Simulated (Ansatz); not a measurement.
# Generalised stacking fault in C

All numbers below come from DFT LDA, scalar-relativistic, plane waves, PAW (Ansatz). The runs took a 420 eV cutoff, a Γ-centred 10×10×3 mesh and Gaussian smearing (0.05 eV). No spin polarisation. Energies are free energies at this smearing, counted from the undisturbed cell; pressure is positive in compression.

The starting cell (relaxed at this level):

```
CELL_PARAMETERS angstrom
-2.49129 0.00000 0.00000
-1.24565 -2.15752 0.00000
1.24565 0.71917 10.25388
ATOMIC_POSITIONS crystal
C 0.02482 0.02482 0.87416
C 0.97518 0.97518 0.72524
C 0.10870 0.10870 0.12579
C 0.89130 0.89130 0.47361
C 0.15837 0.15837 0.27480
C 0.84163 0.84163 0.32460
C 0.37486 0.37486 0.92429
C 0.62514 0.62514 0.67511
C 0.42532 0.42532 0.07567
C 0.57468 0.57468 0.52373
```

The cut lies on the cell's a–b face, a (0 0 1) plane (indices in the standard cell, whose axes needn't be the Cartesian ones shown) of area 5.38 Å², between layers 1.55 Å apart. Vector c is tilted by f times 1·a + 1·b (length 4.315 Å) with the atoms' Cartesian places fixed: one unrelaxed fault a cell.

```tsv
f	γ (mJ/m²)	shear traction, the slope of γ along the slip (GPa)	gap on the mesh (eV)
0.0000	0	0.0	4.52
0.0833	1453	80.7	4.11
0.1667	5651	147.0	2.14
0.2500	11253	144.9	0.00
0.3333	13893	0.0	0.00
0.4167	13040	-30.1	0.00
0.5000	12468	-0.8	0.00
0.5833	12997	?	0.00
0.6667	?	0.0	0.00
0.7500	?	-143.7	0.00
0.8333	5649	-146.9	2.00
0.9167	1453	-80.7	3.99
```

Where the gap reads zero the k-mesh, chosen for the insulator, is on the coarse side.

(1) Give the withheld values.

Answers

(1) shear traction, the slope of γ along the slip (GPa) at f = 0.5833: 29.6; γ (mJ/m²) at f = 0.6667: 13840; γ (mJ/m²) at f = 0.7500: 11235.

Cost: 12 runs of about 1.7 core-minutes in all, on Intel Xeon Platinum 8259CL (Skylake/Cascade Lake) (shared hosts).